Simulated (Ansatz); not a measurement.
Stiffness of compounds in space group P6/mmm

Method: Ansatz 0.2.0, DFT, PBE, all-electron LAPW, scalar-relativistic.

All compounds have space group P6/mmm with 3 atoms in the primitive cell. V0, B0 and B0′ come from third-order Birch–Murnaghan fits to pressures at five volumes, with shape and internal coordinates held; prototypes and MP cells needn't be known phases. No run is spin-polarised.

Spin–orbit coupling is left out, though it moves levels of the heavy atoms by tenths of an eV or more.

ZrB2: Zr 1a (0.000 0.000 0.000), B 2d (0.333 0.667 0.500); shape as in a = 3.16 Å, b = 3.16 Å, c = 3.52 Å, α = 90.00°, β = 90.00°, γ = 120.00°; COD 1510856, reported; 12×12×9 mesh, smearing 0.05 eV; no spin
HfB2: Hf 1a (0.000 0.000 0.000), B 2d (0.333 0.667 0.500); shape as in a = 3.14 Å, b = 3.14 Å, c = 3.48 Å, α = 90.00°, β = 90.00°, γ = 120.00°; COD 1510711, reported; 13×13×11 mesh, smearing 0.05 eV; no spin
TiB2: Ti 1a (0.000 0.000 0.000), B 2d (0.333 0.667 0.500); shape as in a = 3.03 Å, b = 3.03 Å, c = 3.23 Å, α = 90.00°, β = 90.00°, γ = 120.00°; COD 2002799, reported; 15×15×13 mesh, smearing 0.08 eV; no spin
MgB2: Mg 1a (0.000 0.000 0.000), B 2d (0.333 0.667 0.500); shape as in a = 3.09 Å, b = 3.09 Å, c = 3.52 Å, α = 90.00°, β = 90.00°, γ = 120.00°; COD 1000026, reported; 12×12×9 mesh, smearing 0.05 eV; no spin

```csv
compound,V0 (Å³/atom),B0 (GPa),B0′
ZrB2,?,239,3.9
HfB2,?,250,3.9
TiB2,?,255,3.9
MgB2,9.61,152,3.6
```

(1) Give the missing entry: row "ZrB2", column "V0 (Å³/atom)".

(2) What belongs in the row "TiB2", column "V0 (Å³/atom)"?

(3) What belongs in the row "HfB2", column "V0 (Å³/atom)"?

Answers

(1) 10.28.

(2) 8.56.

(3) 9.96.
